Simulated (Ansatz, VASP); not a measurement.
**One calculation of Sr, two programs**

```
Sr
1.0
     2.93588   -2.93620    0.00000
     2.93588    2.93620    0.00000
     0.00000    0.00000   12.11798
Sr
4
Cartesian
  2.9359 -1.4680 1.5151
  2.9359 -1.4682 7.5741
  2.9359 1.4680 10.6029
  2.9359 1.4682 4.5439
```

Alike in both runs: functional PBEsol; k mesh 4 × 4 × 2; occupations gaussian, width 0.1 eV; no spin polarisation.

Ansatz relaxed the structure, and its values are those at the end. VASP's run is a single point on that final structure, the one shown.

|  | VASP | Ansatz |
| --- | --- | --- |
| version | VASP 6.6.1 | Ansatz 0.2.0 |
| potentials or method | VASP PAW PBE potentials, release 64 (Sr_sv) | scalar-relativistic, plane waves, PAW |
| plane-wave cutoff (eV) | 520 | 420 |
| valence electrons in the cell | 40 | 40 |

|  | VASP | Ansatz | Ansatz less VASP |
| --- | --- | --- | --- |
| gap on the k mesh at the Fermi level (eV) | none | none | - |
| pressure (GPa) | 0.0 | 0.0 | -0.01 |

A gap of «none» marks a metal or a gap that the smearing closes.

Caveats: the k mesh is coarse (spacing up to 0.38 Å⁻¹), so the values aren't converged; the PAW data sets were made with another functional, which shifts forces and pressure a little (VASP).
